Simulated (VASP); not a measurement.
# KF (Carobbiite) (Fm-3m) in VASP: further runs, part 2 of 2

VASP 6.6.1. The steps go on from the part before.

### Step 4. Band structure, r2SCAN

File INCAR:

```
  PREC = Accurate
  ENCUT = 520
  EDIFF = 1E-7
  ISMEAR = 0
  SIGMA = 0.03
  LREAL = F
  LASPH = T
  NELM = 80
  ALGO = Normal
  ISIF = 2
  LWAVE = F
  LCHARG = F
  METAGGA = R2SCAN
  LMIXTAU = T
```

File KPOINTS:

```
Automatic mesh
0
Gamma
  10 10 10
```

File POSCAR:

```
KF                                      
1.0
   -0.0000000000      2.6549699318      2.6549699318
    2.6549699318      0.0000000000      2.6549699318
    2.6549699318      2.6549699318      0.0000000000
  K               F             
     1     1
Direct
     0.0000000000000000    0.0000000000000000    1.0000000000000000
     0.5000000000000000    0.5000000000000000    0.5000000000000000
```

KPOINTS_OPT is that of step 3.

Potentials or basis: VASP PAW PBE potentials, release 64 (K_sv, F).

The run is started by

```sh
> cat potpaw_PBE.64/K_sv/POTCAR potpaw_PBE.64/F/POTCAR > POTCAR
> mpirun -np 1 vasp_std > vasp.out
```

OUTCAR:

```text
PREC = Accurate
   ENCUT = 520
   EDIFF = 1E-7
   ISMEAR = 0
   LREAL = F
   LASPH = T
   NELM = 80
   ISIF = 2
   METAGGA = R2SCAN

 ion  position               nearest neighbor table
   1  0.000  0.000  0.000-   2 2.65   2 2.65   2 2.65   2 2.65   2 2.65   2 2.65
   2  0.500  0.500  0.500-   1 2.65   1 2.65   1 2.65   1 2.65   1 2.65   1 2.65

  LATTYP: Found a face centered cubic cell.
 ALAT       =     5.3099398636

  Lattice vectors:

[... 545 lines left out ...]

 [... further k-points ...]

------------------------ aborting loop because EDIFF is reached ----------------------------------------

  FORCE on cell =-STRESS in cart. coord.  units (eV):
  Direction    XX          YY          ZZ          XY          YZ          ZX
  --------------------------------------------------------------------------------------
  -------------------------------------------------------------------------------------
  Total        0.0298259      0.0298259      0.0298259      0.0000000     -0.0000000     -0.0000000
  in kB        1.2767173      1.2767173      1.2767173      0.0000000     -0.0000000     -0.0000000
  external PRESSURE =       1.2767173 kB  Pullay stress =       0.0000000 kB

 VOLUME and BASIS-vectors are now :
 -----------------------------------------------------------------------------
  energy-cutoff  :      520.00
  volume of cell :       37.43
      direct lattice vectors                 reciprocal lattice vectors
     0.000000000  2.654969932  2.654969932    -0.188326050  0.188326050  0.188326050
     2.654969932  0.000000000  2.654969932     0.188326050 -0.188326050  0.188326050
     2.654969932  2.654969932  0.000000000     0.188326050  0.188326050 -0.188326050

 POSITION                                       TOTAL-FORCE (eV/Angst)
 -----------------------------------------------------------------------------------
      0.00000      0.00000      0.00000        -0.000000     -0.000000     -0.000000
      2.65497      2.65497      2.65497         0.000000      0.000000      0.000000
 -----------------------------------------------------------------------------------
    total drift:                                0.000000      0.000000      0.000000

  FREE ENERGIE OF THE ION-ELECTRON SYSTEM (eV)
  ---------------------------------------------------
  free  energy   TOTEN  =       -14.9726696659 eV

  energy  without entropy=      -14.9726696659  energy(sigma->0) =      -14.97266967
```

Wall time 2.5 min (1 thread of Intel Xeon 6975P-C (Granite Rapids), shared host); peak memory 0.19 GiB.

Results:

```yaml
Free_energy: -14.9727 eV
Pressure: 0.1 GPa
Band_gap_on_the_k_mesh: 6.93 eV, direct
Band_gap_along_the_path: 6.93 eV, direct
```

Levels at the corners of the path, in eV from the valence-band top:
| point | band 5 | band 6 | band 7 | band 8 | band 9 | band 10 | band 11 | band 12 |
| --- | --- | --- | --- | --- | --- | --- | --- | --- |
| Γ | -9.54 | 0.00 | 0.00 | 0.00 | 6.93 | 11.51 | 11.51 | 11.51 |
| X | -9.76 | -0.19 | -0.05 | -0.05 | 8.78 | 11.33 | 12.58 | 14.73 |
| X | -9.76 | -0.19 | -0.05 | -0.05 | 8.78 | 11.33 | 12.58 | 14.73 |
| W | -9.63 | -0.40 | -0.15 | -0.15 | 10.39 | 10.39 | 12.24 | 14.56 |
| W | -9.63 | -0.40 | -0.15 | -0.15 | 10.39 | 10.39 | 12.24 | 14.55 |
| K | -9.69 | -0.33 | -0.19 | -0.18 | 9.57 | 11.45 | 12.11 | 14.64 |
| K | -9.69 | -0.33 | -0.19 | -0.18 | 9.57 | 11.45 | 12.11 | 14.62 |
| Γ | -9.54 | 0.00 | 0.00 | 0.00 | 6.93 | 11.51 | 11.51 | 11.51 |
| Γ | -9.54 | 0.00 | 0.00 | 0.00 | 6.93 | 11.51 | 11.51 | 11.51 |
| L | -9.58 | -0.78 | -0.35 | -0.35 | 9.76 | 11.39 | 13.02 | 13.02 |
| L | -9.58 | -0.78 | -0.35 | -0.35 | 9.76 | 11.39 | 13.02 | 13.02 |
| U | -9.69 | -0.33 | -0.19 | -0.18 | 9.57 | 11.45 | 12.11 | 14.63 |
| U | -9.69 | -0.33 | -0.19 | -0.18 | 9.57 | 11.45 | 12.11 | 14.62 |
| W | -9.63 | -0.40 | -0.15 | -0.15 | 10.39 | 10.39 | 12.24 | 14.55 |
| W | -9.63 | -0.40 | -0.15 | -0.15 | 10.39 | 10.39 | 12.24 | 14.55 |
| L | -9.58 | -0.78 | -0.35 | -0.35 | 9.76 | 11.39 | 13.02 | 13.02 |
| L | -9.58 | -0.78 | -0.35 | -0.35 | 9.76 | 11.39 | 13.02 | 13.02 |
| K | -9.69 | -0.33 | -0.19 | -0.18 | 9.57 | 11.45 | 12.11 | 14.62 |
| U | -9.69 | -0.33 | -0.19 | -0.18 | 9.57 | 11.45 | 12.11 | 14.66 |
| X | -9.76 | -0.19 | -0.05 | -0.05 | 8.78 | 11.33 | 12.58 | 14.73 |

Caveat: the PAW data sets were made with another functional, which shifts forces and pressure a little. r2SCAN opens gaps a little over a GGA but as a rule still falls short of measured ones.

### Step 5. Band structure, TB-mBJ

POSCAR is that of step 4.

File INCAR.step1:

```
  PREC = Accurate
  ENCUT = 520
  EDIFF = 1E-5
  ISMEAR = 0
  SIGMA = 0.03
  LREAL = F
  LASPH = T
  NELM = 80
  ALGO = Normal
  ISIF = 2
  LWAVE = T
  LCHARG = F
  GGA = PE
```

File INCAR.step2:

```
  PREC = Accurate
  ENCUT = 520
  EDIFF = 1E-7
  ISMEAR = 0
  SIGMA = 0.03
  LREAL = F
  LASPH = T
  NELM = 80
  ALGO = Normal
  ISIF = 2
  LWAVE = F
  LCHARG = F
  METAGGA = MBJ
  ISTART = 1
```

KPOINTS is that of step 4.

KPOINTS_OPT is that of step 4.

The run is started by

```sh
> cat potpaw_PBE.64/K_sv/POTCAR potpaw_PBE.64/F/POTCAR > POTCAR
> cp INCAR.step1 INCAR
> mpirun -np 1 vasp_std > vasp.out
> cp INCAR.step2 INCAR
> mpirun -np 1 vasp_std > vasp.out
```

Run time: 88 s. Hardware: 1 thread of Intel Xeon 6975P-C (Granite Rapids), shared host; peak memory 0.19 GiB.

The run converged. Its results:

| Property | Result |
| --- | --- |
| Band gap on the k mesh | 10.30 eV, direct |
| Band gap along the path | 10.30 eV, direct |

Levels at the corners of the path, in eV from the valence-band top:
```tsv
point	band 5	band 6	band 7	band 8	band 9	band 10	band 11	band 12
Γ	-10.52	0.00	0.00	0.00	10.30	12.36	12.36	12.36
X	-10.64	-0.13	-0.04	-0.04	10.96	12.07	13.85	14.43
X	-10.64	-0.13	-0.04	-0.04	10.96	12.07	13.85	14.43
W	-10.57	-0.28	-0.10	-0.10	12.29	12.29	12.55	14.05
W	-10.57	-0.28	-0.10	-0.10	12.29	12.29	12.55	14.05
K	-10.60	-0.21	-0.14	-0.12	11.61	12.57	13.28	13.99
K	-10.60	-0.21	-0.14	-0.12	11.61	12.57	13.28	13.99
Γ	-10.52	0.00	0.00	0.00	10.30	12.36	12.36	12.36
Γ	-10.52	0.00	0.00	0.00	10.30	12.36	12.36	12.36
L	-10.54	-0.45	-0.25	-0.25	11.84	13.21	13.21	14.42
L	-10.54	-0.45	-0.25	-0.25	11.84	13.21	13.21	14.42
U	-10.60	-0.21	-0.14	-0.12	11.61	12.57	13.28	13.99
U	-10.60	-0.21	-0.14	-0.12	11.61	12.57	13.28	13.99
W	-10.57	-0.28	-0.10	-0.10	12.29	12.29	12.55	14.05
W	-10.57	-0.28	-0.10	-0.10	12.29	12.29	12.55	14.05
L	-10.54	-0.45	-0.25	-0.25	11.84	13.21	13.21	14.42
L	-10.54	-0.45	-0.25	-0.25	11.84	13.21	13.21	14.42
K	-10.60	-0.21	-0.14	-0.12	11.61	12.57	13.28	14.00
U	-10.60	-0.21	-0.14	-0.12	11.61	12.57	13.28	13.99
X	-10.64	-0.13	-0.04	-0.04	10.96	12.07	13.85	14.43
```

Caveat: the PAW data sets were made with another functional, which shifts forces and pressure a little.

### Step 6. Dielectric tensor, PBE

File INCAR:

```
PREC = Accurate
ENCUT = 520
EDIFF = 1E-8
ISMEAR = 0
SIGMA = 0.03
LREAL = F
LASPH = T
NELM = 80
ALGO = Normal
ISIF = 2
LWAVE = F
LCHARG = F
GGA = PE
LEPSILON = T
```

File KPOINTS:

```
Automatic mesh
0
Monkhorst-Pack
  14 14 14
```

POSCAR is that of step 5.

Potentials or basis: VASP PAW PBE potentials, release 64 (K_sv, F).

The run is started by

```sh
> cat potpaw_PBE.64/K_sv/POTCAR potpaw_PBE.64/F/POTCAR > POTCAR
> mpirun -np 1 vasp_std > vasp.out
```

OUTCAR:

```text
PREC = Accurate
   ENCUT = 520
   EDIFF = 1E-8
   ISMEAR = 0
   LREAL = F
   LASPH = T
   NELM = 80
   ISIF = 2
   GGA = PE
   LEPSILON = T

 ion  position               nearest neighbor table
   1  0.000  0.000  0.000-   2 2.65   2 2.65   2 2.65   2 2.65   2 2.65   2 2.65
   2  0.500  0.500  0.500-   1 2.65   1 2.65   1 2.65   1 2.65   1 2.65   1 2.65

  LATTYP: Found a face centered cubic cell.
 ALAT       =     5.3099398636

  Lattice vectors:

 A1 = (   0.0000000000,   2.6549699318,   2.6549699318)
 A2 = (   2.6549699318,   0.0000000000,   2.6549699318)
 A3 = (   2.6549699318,   2.6549699318,   0.0000000000)

Analysis of symmetry for initial positions (statically):
=====================================================================
 Subroutine PRICEL returns:
 Original cell was already a primitive cell.

 Routine SETGRP: Setting up the symmetry group for a
 face centered cubic supercell.

 Subroutine GETGRP returns: Found 48 space group operations
 (whereof 48 operations were pure point group operations)
 out of a pool of 48 trial point group operations.

The static configuration has the point symmetry O_h .

Analysis of symmetry for dynamics (positions and initial velocities):
=====================================================================
 Subroutine PRICEL returns:
 Original cell was already a primitive cell.

 Routine SETGRP: Setting up the symmetry group for a
 face centered cubic supercell.

 Subroutine GETGRP returns: Found 48 space group operations
 (whereof 48 operations were pure point group operations)
 out of a pool of 48 trial point group operations.

The dynamic configuration has the point symmetry O_h .

 Subroutine INISYM returns: Found 48 space group operations
 (whereof 48 operations are pure point group operations),
 and found     1 'primitive' translations

----------------------------------------------------------------------------------------

                                     Primitive cell

  volume of cell :      37.4291

  direct lattice vectors                    reciprocal lattice vectors
     0.000000000  2.654969932  2.654969932    -0.188326050  0.188326050  0.188326050
     2.654969932  0.000000000  2.654969932     0.188326050 -0.188326050  0.188326050
     2.654969932  2.654969932  0.000000000     0.188326050  0.188326050 -0.188326050

  length of vectors
     3.754694485  3.754694485  3.754694485     0.326190287  0.326190287  0.326190287

  position of ions in fractional coordinates (direct lattice)
     0.000000000  0.000000000  0.000000000
     0.500000000  0.500000000  0.500000000

  ion indices of the primitive-cell ions
   primitive index   ion index
                 1           1
                 2           2

----------------------------------------------------------------------------------------

 KPOINTS: Automatic mesh

[... 469 lines left out ...]
      7      -3.0288      2.00000
      8      -2.9188      2.00000
      9       5.6325      0.00000
     10       7.2207      0.00000
     11       8.9807      0.00000
     12       9.0968      0.00000

 [... further k-points ...]

  FORCE on cell =-STRESS in cart. coord.  units (eV):
  Direction    XX          YY          ZZ          XY          YZ          ZX
  --------------------------------------------------------------------------------------
  -------------------------------------------------------------------------------------
  Total        0.5008572      0.5008572      0.5008572      0.0000000      0.0000000     -0.0000000
  in kB       21.4395524     21.4395524     21.4395524      0.0000000      0.0000000     -0.0000000
  external PRESSURE =      21.4395524 kB  Pullay stress =       0.0000000 kB

 VOLUME and BASIS-vectors are now :
 -----------------------------------------------------------------------------
  energy-cutoff  :      520.00
  volume of cell :       37.43
      direct lattice vectors                 reciprocal lattice vectors
     0.000000000  2.654969932  2.654969932    -0.188326050  0.188326050  0.188326050
     2.654969932  0.000000000  2.654969932     0.188326050 -0.188326050  0.188326050
     2.654969932  2.654969932  0.000000000     0.188326050  0.188326050 -0.188326050

 POSITION                                       TOTAL-FORCE (eV/Angst)
 -----------------------------------------------------------------------------------
      0.00000      0.00000      0.00000        -0.000000      0.000000      0.000000
      2.65497      2.65497      2.65497         0.000000     -0.000000     -0.000000
 -----------------------------------------------------------------------------------
    total drift:                                0.000000      0.000000      0.000000

  FREE ENERGIE OF THE ION-ELECTRON SYSTEM (eV)
  ---------------------------------------------------
  free  energy   TOTEN  =        -8.2812605440 eV

  energy  without entropy=       -8.2812605440  energy(sigma->0) =       -8.28126054

 HEAD OF MICROSCOPIC STATIC DIELECTRIC TENSOR (INDEPENDENT PARTICLE, excluding Hartree and local field effects)
 ------------------------------------------------------
           2.116136    -0.000000     0.000000
           0.000000     2.116136    -0.000000
          -0.000000     0.000000     2.116136
 ------------------------------------------------------

 Free energy of the ion-electron system (eV)
  ---------------------------------------------------
  ---------------------------------------------------
  free energy    TOTEN  =        -0.11383266 eV

  energy without entropy =       -0.11383266

------------------------ aborting loop because EDIFF is reached ----------------------------------------

--------------------------------------- Ionic step        2  -------------------------------------------

------------------------ aborting loop because EDIFF is reached ----------------------------------------

--------------------------------------- Ionic step        3  -------------------------------------------

 Free energy of the ion-electron system (eV)
  ---------------------------------------------------
  ---------------------------------------------------
  free energy    TOTEN  =        -0.11383266 eV

  energy without entropy =       -0.11383266

------------------------ aborting loop because EDIFF is reached ----------------------------------------

 PIEZOELECTRIC TENSOR FIELD DIRECTION 3  (e Angst)
 -----------------------------------------------------------------------------
    -0.00006  0.00000 -0.00000           ( -0.00000  0.00000  0.00000)
     0.00000 -0.00006  0.00000           (  0.00000 -0.00000  0.00000)
     0.00000  0.00000 -0.00014           (  0.00000  0.00000 -0.00000)

 PIEZOELECTRIC TENSOR FIELD DIRECTION 3  (C/m^2)
 -----------------------------------------------------------------------------
    -0.00002  0.00000 -0.00000
     0.00000 -0.00002  0.00000
     0.00000  0.00000 -0.00006

 MACROSCOPIC STATIC DIELECTRIC TENSOR (including local field effects in DFT)
 ------------------------------------------------------
           1.995624    -0.000000    -0.000000
           0.000000     1.995624     0.000000
           0.000000    -0.000000     1.995624
 ------------------------------------------------------

 PIEZOELECTRIC TENSOR (including local field effects)  for field in x, y, z        (e  Angst)
          XX          YY          ZZ          XY          YZ          ZX
  --------------------------------------------------------------------------------
  x     0.00000     0.00000     0.00000     0.00000     0.00000     0.00000
  y     0.00000     0.00000     0.00000     0.00000     0.00000     0.00000
  z     0.00000     0.00000     0.00000     0.00000     0.00000     0.00000

 PIEZOELECTRIC TENSOR (including local field effects)  for field in x, y, z        (C/m^2)
          XX          YY          ZZ          XY          YZ          ZX
  --------------------------------------------------------------------------------
  x     0.00000     0.00000     0.00000     0.00000     0.00000     0.00000
  y     0.00000     0.00000     0.00000     0.00000     0.00000     0.00000
  z     0.00000     0.00000     0.00000     0.00000     0.00000     0.00000

 BORN EFFECTIVE CHARGES (including local field effects) (in |e|, cummulative output)
 ---------------------------------------------------------------------------------
 ion    1
    1     1.13937     0.00000    -0.00000
    2     0.00000     1.13937     0.00000
    3    -0.00000     0.00000     1.13937
 ion    2
    1    -1.13937     0.00000     0.00000
    2     0.00000    -1.13937    -0.00000
    3     0.00000    -0.00000    -1.13937
```

OSZICAR:

```text
N       E                     dE             d eps       ncg     rms          rms(c)
DAV:   1     0.115971217772E+03    0.11597E+03   -0.85669E+03  6720   0.130E+03
DAV:   2    -0.472831755212E+01   -0.12070E+03   -0.11080E+03  8592   0.331E+02
DAV:   3    -0.940275723626E+01   -0.46744E+01   -0.46512E+01  8640   0.619E+01
[... 11 lines left out ...]
RMM:  11    -0.113833862459E+00   -0.46630E-05   -0.78228E-07 42651   0.168E-03    0.406E-04
RMM:  12    -0.113832122701E+00    0.17398E-05   -0.37615E-07 44734   0.801E-04    0.817E-05
RMM:  13    -0.113832386708E+00   -0.26401E-06   -0.11526E-07 42187   0.360E-04    0.366E-05
RMM:  14    -0.113832653824E+00   -0.26712E-06   -0.13222E-07 37687   0.178E-04    0.235E-05
RMM:  15    -0.113832728347E+00   -0.74523E-07   -0.25948E-08 30673   0.107E-04    0.194E-05
RMM:  16    -0.113832694028E+00    0.34319E-07   -0.51613E-09 24904   0.820E-05    0.100E-05
RMM:  17    -0.113832663074E+00    0.30953E-07   -0.45806E-09 21641   0.739E-05    0.151E-06
```

Wall time 35 min (1 thread of Intel Xeon 6975P-C (Granite Rapids), shared host); peak memory 0.82 GiB.

Results:

```
Electronic dielectric tensor (diagonal) : 2.00
Born charges (mean of the diagonal)     : K +1.14; F -1.14 e
```

Electronic dielectric tensor:
```
2.00 0.00 0.00
0.00 2.00 0.00
0.00 0.00 2.00
```

Born effective charge tensors (e):
atom 1, K
```
1.14 0.00 0.00
0.00 1.14 0.00
0.00 0.00 1.14
```
atom 2, F
```
-1.14  0.00  0.00
 0.00 -1.14  0.00
 0.00  0.00 -1.14
```

### Step 7. Overview

```tsv
task	level	potentials or basis	k mesh	further INCAR settings	monkhorst-Pack mesh	gap on the mesh (eV)	pressure (GPa)
band structure	PBE	VASP PAW PBE potentials, release 64 (K_sv, F)	10 × 10 × 10	ALGO = Normal; EDIFF = 1e-07	-	6.27	2.1
band structure	LDA	VASP PAW LDA potentials, release 64 (K_sv, F)	10 × 10 × 10	ALGO = Normal; EDIFF = 1e-07	-	5.89	-2.9
band structure	r2SCAN	VASP PAW PBE potentials, release 64 (K_sv, F)	10 × 10 × 10	ALGO = Normal; EDIFF = 1e-07	-	6.93	0.1
band structure	TB-mBJ	VASP PAW PBE potentials, release 64 (K_sv, F)	10 × 10 × 10	ALGO = Normal; EDIFF = 1e-07	-	10.30	-
dielectric tensor	PBE	VASP PAW PBE potentials, release 64 (K_sv, F)	14 × 14 × 14	ALGO = Normal; EDIFF = 1e-08	yes	-	-
```

Alike in all rows: no spin polarisation; cell as given; cutoff (eV) 520; smearing gaussian 0.03 eV.

Caveats: the PAW data sets were made with another functional, which shifts forces and pressure a little (some runs).

Total energies depend on the potentials used, so only differences within one code and one set of settings carry meaning.
